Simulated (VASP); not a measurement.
# Ru (P6_3/mmc) in VASP: further runs, part 2 of 2

VASP 6.6.1.

**3. Relaxation of cell and atoms, vdW-DF**

INCAR

```
SYSTEM = Ru
PREC = Accurate
ENCUT = 600
EDIFF = 1E-7
ISMEAR = -1
SIGMA = 0.05
LREAL = .FALSE.
LASPH = .TRUE.
NELM = 100
ALGO = Normal
ISIF = 3
LWAVE = .FALSE.
LCHARG = .FALSE.
GGA = RE
LUSE_VDW = .TRUE.
AGGAC = 0.0
IBRION = 2
NSW = 40
EDIFFG = -0.005
```

KPOINTS

```
regular mesh
0
G
  11 11 6
  0 0 0
```

POSCAR

```
Ru
1.0
    2.7058000000      0.0000000000      0.0000000000
   -1.3529000000      2.3432915376      0.0000000000
    0.0000000000      0.0000000000      4.2819000000
Ru
2
Direct
    0.6666666667      0.3333333333      0.7500000000
    0.3333333333      0.6666666667      0.2500000000
```

Potentials or basis: VASP PAW PBE potentials, release 64 (Ru_pv).

Started as:

```bash
$ cat potpaw_PBE.64/Ru_pv/POTCAR > POTCAR
$ mpirun -np 1 vasp_std > vasp.out
```

OUTCAR:

```text
SYSTEM = Ru
   PREC = Accurate
   ENCUT = 600
   EDIFF = 1E-7
   ISMEAR = -1
   LREAL = .FALSE.
   LASPH = .TRUE.
   NELM = 100
   ISIF = 3
   GGA = RE
   IBRION = 2
   NSW = 40
   EDIFFG = -0.005

 ion  position               nearest neighbor table
   1  0.667  0.333  0.750-   2 2.65   2 2.65   2 2.65   2 2.65   2 2.65   2 2.65
   2  0.333  0.667  0.250-   1 2.65   1 2.65   1 2.65   1 2.65   1 2.65   1 2.65

  LATTYP: Found a hexagonal cell.
 ALAT       =     2.7058000000
 C/A-ratio  =     1.5824894671

  Lattice vectors:

 A1 = (   2.7058000000,   0.0000000000,   0.0000000000)
 A2 = (  -1.3529000000,   2.3432915376,   0.0000000000)
 A3 = (   0.0000000000,   0.0000000000,   4.2819000000)

Analysis of symmetry for initial positions (statically):
=====================================================================
 Subroutine PRICEL returns:
 Original cell was already a primitive cell.
[... 215 lines left out ...]

 E-fermi :   9.8432     XC(G=0): -12.8768

 val. band max:        9.8393893541   @ k =   0.2727   0.1818   0.0000
 cond. band min:       9.8478598975   @ k =   0.2727   0.1818   0.1667
 fundamental gap:      0.0084705434
 Fermi energy:         9.8431943946

 k-point     1 :       0.0000    0.0000    0.0000
  band No.  band energies     occupation
      1     -33.1828      2.00000
      2     -32.6731      2.00000
      3     -32.6731      2.00000
      4     -32.5775      2.00000
      5     -32.5775      2.00000
      6     -32.5615      2.00000
[... 760 lines left out ...]
--------------------------------------- Ionic step        9  -------------------------------------------

 number of electron      28.0000006 magnetization

 Free energy of the ion-electron system (eV)
  ---------------------------------------------------
  ext. energy  EPLUGINS =         0.00000000
  ---------------------------------------------------
  free energy    TOTEN  =       -10.02308454 eV

  energy without entropy =      -10.00535239  energy(sigma->0) =      -10.01421846

 E-fermi :  11.9786     XC(G=0): -13.6625

 val. band max:       11.9415973551   @ k =   0.2727   0.0000   0.0000
 cond. band min:      11.9872401827   @ k =   0.0909   0.0909   0.3333
 fundamental gap:      0.0456428276
 Fermi energy:        11.9786003547

 k-point     1 :       0.0000    0.0000    0.0000
  band No.  band energies     occupation
      1     -31.4397      2.00000
      2     -30.6472      2.00000
      3     -30.6472      2.00000
      4     -30.4996      2.00000
      5     -30.4996      2.00000
      6     -30.4640      2.00000
[... 528 lines left out ...]
  energy  without entropy=      -10.0053523873  energy(sigma->0) =      -10.01421846

Total vdW correction in eV:      3.6832097

 reached required accuracy - stopping structural energy minimisation
```

CONTCAR:

```text
Ru
   1.00000000000000
     2.7505564195863283   -0.0000000000000000   -0.0000000000000000
    -1.3752782097931642    2.3820517339461893    0.0000000000000000
     0.0000000000000000    0.0000000000000000    4.3461414319008513
  Ru
     2
Direct
     0.6666666667000030    0.3333333332999970    0.7500000000000000
     0.3333333332999970    0.6666666667000030    0.2500000000000000

  0.00000000E+00  0.00000000E+00  0.00000000E+00
  0.00000000E+00  0.00000000E+00  0.00000000E+00
```

Wall time 3.2 min (1 thread of Intel Xeon 6975P-C (Granite Rapids), shared host); peak memory 0.34 GiB.

What came out:

```
Free energy                            : -10.0231 eV
Relaxed volume                         : 14.24 Å³/atom
Relaxed cell                           : a = 2.751 Å, b = 2.751 Å, c = 4.346 Å, α = 90.00°, β = 90.00°, γ = 120.00°
Space group after relaxing (to 0.05 Å) : P6_3/mmc (No. 194)
Energy gained by relaxing              : 29.6 meV/atom
Ionic steps                            : 9
Pressure after relaxing                : 0.0 GPa
Band gap on the k mesh                 : none (metal or under the smearing width)
```

The path:
```tsv
step	energy change (eV)	largest force (eV/Å)	pressure (GPa)	volume (Å³)
1	0.0000	0.0000	15.00	27.15
2	0.3140	0.0000	-26.26	32.45
3	-0.0589	0.0000	-0.70	28.55
4	-0.0591	0.0000	-0.05	28.48
5	-0.0591	0.0000	0.22	28.45
6	-0.0591	0.0000	0.20	28.46
7	-0.0592	0.0000	0.21	28.46
8	-0.0591	0.0000	-0.41	28.52
9	-0.0592	0.0000	0.01	28.48
```

Final structure:
```yaml
crystal:
  lattice:
    - [2.75056, 0.00000, 0.00000]
    - [-1.37528, 2.38205, 0.00000]
    - [0.00000, 0.00000, 4.34614]
  atoms:
    - { symbol: Ru, position: [0.66667, 0.33333, 0.75000] }
    - { symbol: Ru, position: [0.33333, 0.66667, 0.25000] }
```

Caveat: the PAW data sets were made with another functional, which shifts forces and pressure a little. Zero-point motion and thermal expansion aren't in these numbers.

**4. Relaxation of cell and atoms, optPBE-vdW**

INCAR

```
SYSTEM = Ru
AGGAC = 0.0
ALGO = Fast
EDIFF = 1E-7
EDIFFG = -0.02
ENCUT = 600
GGA = OR
IBRION = 2
ISIF = 3
ISMEAR = -1
LASPH = .TRUE.
LCHARG = .FALSE.
LREAL = .FALSE.
LUSE_VDW = .TRUE.
LWAVE = .FALSE.
NELM = 80
NSW = 60
PREC = Accurate
SIGMA = 0.05
```

KPOINTS

```
k-points
0
G
  11 11 6
  0 0 0
```

POSCAR is that of step 3.

Started as:

```bash
$ cat potpaw_PBE.64/Ru_pv/POTCAR > POTCAR
$ mpirun -np 1 vasp_std > vasp.out
```

It took 2.3 min on 1 thread of Intel Xeon 6975P-C (Granite Rapids), shared host; peak memory 0.33 GiB.

It converged, with:

```yaml
Free_energy: -11.4180 eV
Relaxed_volume: 13.90 Å³/atom
Relaxed_cell: a = 2.728 Å, b = 2.728 Å, c = 4.312 Å, α = 90.00°, β = 90.00°, γ = 120.00°
Space_group_after_relaxing_to_0.05_Å: P6_3/mmc (No. 194)
Energy_gained_by_relaxing: 7.4 meV/atom
Ionic_steps: 5
Pressure_after_relaxing: 0.0 GPa
Band_gap_on_the_k_mesh: none (metal or under the smearing width)
```

Stress tensor (GPa, compression positive):
```
-0.08  0.00  0.00
 0.00 -0.08  0.00
 0.00  0.00  0.15
```

Step by step:
```csv
step,energy change (eV),largest force (eV/Å),pressure (GPa),volume (Å³)
1,0.0000,0.0000,7.56,27.15
2,0.0989,0.0000,-17.45,29.74
3,-0.0148,0.0000,-0.20,27.81
4,-0.0148,0.0000,0.01,27.79
5,-0.0148,0.0000,0.00,27.80
```

Final structure:
```
Ru
1.0
     2.72827    0.00000    0.00000
    -1.36413    2.36275    0.00000
     0.00000    0.00000    4.31187
Ru
2
Direct
  0.66667 0.33333 0.75000
  0.33333 0.66667 0.25000
```

Levels at points of the mesh, in eV from the Fermi level:
```csv
k point,band 12,band 13,band 14,band 15,band 16,band 17
"(0.00, 0.00, 0.00)",-1.79,-1.79,-1.30,-1.30,1.19,1.19
"(0.00, 0.00, 0.50)",-2.60,-2.52,-2.52,0.57,0.57,0.57
```

Caveat: the PAW data sets were made with another functional, which shifts forces and pressure a little. Zero-point motion and thermal expansion aren't in these numbers.

**5. Relaxation of cell and atoms, optB88-vdW**

INCAR

```
SYSTEM = Ru
PREC     = Accurate       ! precision mode
ENCUT    = 600            ! plane-wave cutoff, eV
EDIFF    = 1E-7           ! SCF threshold, eV
ISMEAR   = -1             ! smearing method
SIGMA    = 0.05           ! smearing width, eV
LREAL    = .FALSE.        ! projectors in reciprocal space
LASPH    = .TRUE.         ! aspherical terms in the spheres
NELM     = 100            ! most SCF steps
ALGO     = Normal         ! electronic algorithm
ISIF     = 3              ! what is computed and relaxed
LWAVE    = .FALSE.        ! write WAVECAR
LCHARG   = .FALSE.        ! write CHGCAR
GGA      = BO             ! functional
LUSE_VDW = .TRUE.       
AGGAC    = 0.0          
PARAM1   = 0.1833333333 
PARAM2   = 0.22         
IBRION   = 2              ! ionic algorithm
NSW      = 40             ! ionic steps
EDIFFG   = -0.01          ! ionic threshold
```

KPOINTS

```
regular mesh
0
G
  11 11 6
  0 0 0
```

POSCAR is that of step 4.

Potentials or basis: VASP PAW PBE potentials, release 64 (Ru_pv).

Started as:

```bash
$ cat potpaw_PBE.64/Ru_pv/POTCAR > POTCAR
$ mpirun -np 1 vasp_std > vasp.out
```

OUTCAR:

```text
SYSTEM = Ru
   PREC = Accurate
   ENCUT = 600
   EDIFF = 1E-7
   ISMEAR = -1
   LREAL = .FALSE.
   LASPH = .TRUE.
   NELM = 100
   ISIF = 3
   GGA = BO
   IBRION = 2
   NSW = 40
   EDIFFG = -0.01

 ion  position               nearest neighbor table
   1  0.667  0.333  0.750-   2 2.65   2 2.65   2 2.65   2 2.65   2 2.65   2 2.65
   2  0.333  0.667  0.250-   1 2.65   1 2.65   1 2.65   1 2.65   1 2.65   1 2.65

  LATTYP: Found a hexagonal cell.
 ALAT       =     2.7058000000
 C/A-ratio  =     1.5824894671

  Lattice vectors:

 A1 = (   2.7058000000,   0.0000000000,   0.0000000000)
 A2 = (  -1.3529000000,   2.3432915376,   0.0000000000)
 A3 = (   0.0000000000,   0.0000000000,   4.2819000000)

Analysis of symmetry for initial positions (statically):
=====================================================================
 Subroutine PRICEL returns:
[... 330 lines left out ...]

 Free energy of the ion-electron system (eV)
  ---------------------------------------------------
  ext. energy  EPLUGINS =         0.00000000
  ---------------------------------------------------
  free energy    TOTEN  =       -11.99494476 eV

  energy without entropy =      -11.97794930  energy(sigma->0) =      -11.98644703

 E-fermi :  12.3786     XC(G=0): -14.0102

 val. band max:       12.3456273108   @ k =   0.2727   0.0000   0.0000
 cond. band min:      12.3924747220   @ k =   0.0909   0.0909   0.3333
 fundamental gap:      0.0468474112
 Fermi energy:        12.3785619792

 k-point     1 :       0.0000    0.0000    0.0000
  band No.  band energies     occupation
      1     -31.1328      2.00000
      2     -30.2509      2.00000
      3     -30.2509      2.00000
      4     -30.0880      2.00000
      5     -30.0880      2.00000
      6     -30.0483      2.00000
[... 481 lines left out ...]
      5     -30.1750      2.00000
      6     -30.1435      2.00000
[... 10 lines left out ...]
     17      13.8957      0.00000
     18      18.0230      0.00000

 [... further k-points ...]
[... 5 lines left out ...]
  --------------------------------------------------------------------------------------
  -------------------------------------------------------------------------------------
  Total       -0.0096360     -0.0096360      0.0198999      0.0000000     -0.0000000      0.0000000
  in kB       -0.5592998     -0.5592998      1.1550411      0.0000000     -0.0000000      0.0000000
  external PRESSURE =       0.0121472 kB  Pullay stress =       0.0000000 kB
[... 21 lines left out ...]
  energy  without entropy=      -11.9779493007  energy(sigma->0) =      -11.98644703

Total vdW correction in eV:      3.6095145

 reached required accuracy - stopping structural energy minimisation
```

Wall time 1.9 min (1 thread of Intel Xeon 6975P-C (Granite Rapids), shared host); peak memory 0.34 GiB.

What came out:

```
Free energy                            : -11.9949 eV
Relaxed volume                         : 13.80 Å³/atom
Relaxed cell                           : a = 2.722 Å, b = 2.722 Å, c = 4.302 Å, α = 90.00°, β = 90.00°, γ = 120.00°
Space group after relaxing (to 0.05 Å) : P6_3/mmc (No. 194)
Energy gained by relaxing              : 3.8 meV/atom
Ionic steps                            : 5
Pressure after relaxing                : 0.0 GPa
Band gap on the k mesh                 : none (metal or under the smearing width)
```

Stress tensor (GPa, compression positive):
```
-0.06  0.00  0.00
 0.00 -0.06  0.00
 0.00  0.00  0.12
```

Step by step:
```
step  energy change (eV)  largest force (eV/Å)  pressure (GPa)  volume (Å³)
   1              0.0000                0.0000            5.39        27.15
   2              0.0539                0.0000          -13.55        28.98
   3             -0.0075                0.0000           -0.10        27.61
   4             -0.0075                0.0000            0.01        27.60
   5             -0.0075                0.0000            0.00        27.60
```

Final structure:
```
Ru
1.0
     2.72199    0.00000    0.00000
    -1.36100    2.35731    0.00000
     0.00000    0.00000    4.30189
Ru
2
Direct
  0.66667 0.33333 0.75000
  0.33333 0.66667 0.25000
```

Caveat: the PAW data sets were made with another functional, which shifts forces and pressure a little. Zero-point motion and thermal expansion aren't in these numbers.

**6. Relaxation of cell and atoms, BEEF-vdW**

INCAR

```
SYSTEM = Ru
PREC = Accurate
ENCUT = 600
EDIFF = 1E-6
ISMEAR = -1
SIGMA = 0.05
LREAL = .False.
LASPH = .True.
NELM = 60
ALGO = Normal
ISIF = 3
LWAVE = .False.
LCHARG = .False.
GGA = BF
LUSE_VDW = .True.
ZAB_VDW = -1.8867
IBRION = 2
NSW = 60
EDIFFG = -0.01
```

KPOINTS

```
Automatic mesh
0
Gamma
  11 11 6
  0 0 0
```

POSCAR is that of step 5.

Potentials or basis: VASP PAW PBE potentials, release 64 (Ru_pv).

Started as:

```bash
$ cat potpaw_PBE.64/Ru_pv/POTCAR > POTCAR
$ mpirun -np 1 vasp_std > vasp.out
```

It took 2.5 min on 1 thread of Intel Xeon 6975P-C (Granite Rapids), shared host; peak memory 0.34 GiB.

The run converged. Its results:

```
Free energy                            : -11.4129 eV
Relaxed volume                         : 13.90 Å³/atom
Relaxed cell                           : a = 2.727 Å, b = 2.727 Å, c = 4.316 Å, α = 90.00°, β = 90.00°, γ = 120.00°
Space group after relaxing (to 0.05 Å) : P6_3/mmc (No. 194)
Energy gained by relaxing              : 7.4 meV/atom
Ionic steps                            : 9
Pressure after relaxing                : 0.0 GPa
Band gap on the k mesh                 : none (metal or under the smearing width)
```

Step by step:
| step | energy change (eV) | largest force (eV/Å) | pressure (GPa) | volume (Å³) |
| --- | --- | --- | --- | --- |
| 1 | 0.0000 | 0.0000 | 7.46 | 27.15 |
| 2 | 0.0917 | 0.0000 | -16.74 | 29.71 |
| 3 | -0.0149 | 0.0000 | -0.14 | 27.82 |
| 4 | -0.0149 | 0.0000 | -0.02 | 27.81 |
| 5 | -0.0149 | 0.0000 | 0.12 | 27.79 |
| 6 | -0.0149 | 0.0000 | 0.10 | 27.79 |
| 7 | -0.0149 | 0.0000 | 0.11 | 27.79 |
| 8 | -0.0149 | 0.0000 | -0.12 | 27.81 |
| 9 | -0.0149 | 0.0000 | -0.01 | 27.80 |

Final structure:
```yaml
crystal:
  lattice:
    - [2.72734, 0.00000, 0.00000]
    - [-1.36367, 2.36195, 0.00000]
    - [0.00000, 0.00000, 4.31609]
  atoms:
    - { symbol: Ru, position: [0.66667, 0.33333, 0.75000] }
    - { symbol: Ru, position: [0.33333, 0.66667, 0.25000] }
```

Levels at points of the mesh, in eV from the Fermi level:
```tsv
k point	band 10	band 11	band 12	band 13	band 14	band 15	band 16	band 17	band 18
(0.00, 0.00, 0.00)	-2.41	-2.24	-1.76	-1.76	-1.27	-1.27	1.17	1.17	1.46
(0.00, 0.00, 0.50)	-2.57	-2.57	-2.57	-2.50	-2.50	0.56	0.56	0.56	0.56
```

Caveat: the PAW data sets were made with another functional, which shifts forces and pressure a little.

**7. For comparison**

An earlier run on the cell as given: functional PBE; potentials or basis VASP PAW PBE potentials, release 64 (Ru_pv); cutoff 520 eV; k mesh 11 × 11 × 6; occupations fermi-dirac, width 0.05 eV; no spin polarisation.

* Pressure: 4.5 GPa
* Band gap on the k mesh: none (metal or under the smearing width)

**8. Summary**

| task | level | cell | cutoff (eV) | gap on the mesh (eV) | pressure (GPa) | relaxed volume (Å³/atom) |
| --- | --- | --- | --- | --- | --- | --- |
| relaxation of cell and atoms | rev-vdW-DF2 | relaxed | 600 | none | 0.0 | - |
| relaxation of cell and atoms | vdW-DF | relaxed | 600 | none | 0.0 | 14.24 |
| relaxation of cell and atoms | optPBE-vdW | relaxed | 600 | none | 0.0 | 13.90 |
| relaxation of cell and atoms | optB88-vdW | relaxed | 600 | none | 0.0 | 13.80 |
| relaxation of cell and atoms | BEEF-vdW | relaxed | 600 | none | 0.0 | 13.90 |
| single point | PBE | as given | 520 | none | 4.5 | - |

Alike in all rows: potentials or basis VASP PAW PBE potentials, release 64 (Ru_pv); no spin polarisation; k mesh 11 × 11 × 6; smearing fermi-dirac 0.05 eV.

Caveats: the PAW data sets were made with another functional, which shifts forces and pressure a little (some runs); the relaxation stopped at its first step, so nothing moved (some runs).

Absolute energies hang on the potentials; compare differences alone.
